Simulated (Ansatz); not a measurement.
# Al2Cu: under pressure

An exercise on one series of results from a longer session: the logs are not shown, and one member is left open.

Computed with Ansatz 0.2.0 (DFT r2SCAN, scalar-relativistic, plane waves, PAW, unless a step's input says otherwise).

## The system as given

It takes space group Fm-3m (No. 225, cubic). The conventional cell has a = 5.734 Å, b = 5.734 Å, c = 5.734 Å, α = 90.00°, β = 90.00°, γ = 90.00°. Al (site symmetry -43m) has 4 Cu at 2.48 Å as nearest neighbours. Cu (site symmetry m-3m) has 8 Al at 2.48 Å as nearest neighbours.

As a file:

```
Al Cu
1.0
    -2.02736    2.02736    2.86699
     2.02736   -2.02736    2.86699
     2.02736    2.02736   -2.86699
Al Cu
2 1
Direct
  0.75000 0.25000 0.50000
  0.25000 0.75000 0.50000
  0.50000 0.50000 0.00000
```

It goes back to an entry of the Materials Project, which need not be the stable form.

It is the result of an earlier relaxation at this level (volume 15.71 Å³/atom; gap on the mesh: none (metal)).

The first run:

input.yaml

```yaml
crystal:
  lattice:
    - [-2.0340223554, 2.0340223554, 2.8764125944]
    - [2.0340223554, -2.0340223554, 2.8764125944]
    - [2.0340223554, 2.0340223554, -2.8764125944]
  atoms:
    - { symbol: Al, position: [0.75, 0.25, 0.5] }
    - { symbol: Al, position: [0.25, 0.75, 0.5] }
    - { symbol: Cu, position: [0.5, 0.5, 0.0] }
basis:
  ecutwfc: 500
kpoints:
  mp_grid: { grid: [14, 14, 14] }
hamiltonian:
  xc: r2scan
scf:
  occupations: { method: gaussian, width: 0.1 }
output:
  forces: true
  stress: true
  eigenvalues: true
relax:
  adjacent_minimum: "off"
  f_tol: 0.008
  max_steps: 50
  cell: { stress_tol: 0.08, p_target: -1.0 }
```

On the command line:

```
ansatz run input.yaml --threads 1 --pin off --max-ram 2560MiB --backend cpu --events-out ev --progress --plain --runs-dir out
```

Steps of the session up to this table: Target pressure -1 GPa; Target pressure 1 GPa; Target pressure 4 GPa; Target pressure 12 GPa; Relaxing at 25 GPa; 50 GPa; 90 GPa.

One of the session's tables, all rows but one given; the rest of the session is left out.

Lengths are those of the vectors of the cell that was run:

```
P (GPa)  V (Å³/atom)  a (Å)  b (Å)  c (Å)  ΔH (eV/atom)
     -1        15.87  4.068  4.068  4.068        -0.099
      0        15.71  4.055  4.055  4.055         0.000
      1        15.56  4.041  4.041  4.041         0.098
      4        15.17  4.007  4.007  4.007         0.385
     12            ?      ?      ?      ?             ?
     25        13.33  3.839  3.839  3.839         2.241
     50        12.04  3.710  3.710  3.710         4.213
     90        10.75  3.573  3.573  3.573         7.045
```

**Question.** Estimate the row for P (GPa) = 12.

Worked estimate for «V (Å³/atom)». A straight line through the neighbours (4, 15.17) and (25, 13.33) gives 15.17 + (13.33 − 15.17) × (12 − 4) / (25 − 4) = 14.47; a parabola fitted to 4 rows on both sides gives 14.40.

The run gave: V (Å³/atom): 14.33; a (Å): 3.932; b (Å): 3.932; c (Å): 3.932; ΔH (eV/atom): 1.121. In «V (Å³/atom)» the line misses by +0.14 and the parabola by +0.07.

ΔH is E + PV over the energy at zero pressure; a, b and c are the vectors of the computed cell. 

Caveats from the session: Other structures may take over in this range; these runs cannot find them. Warnings in the runs' records: near symmetry operations not taken.
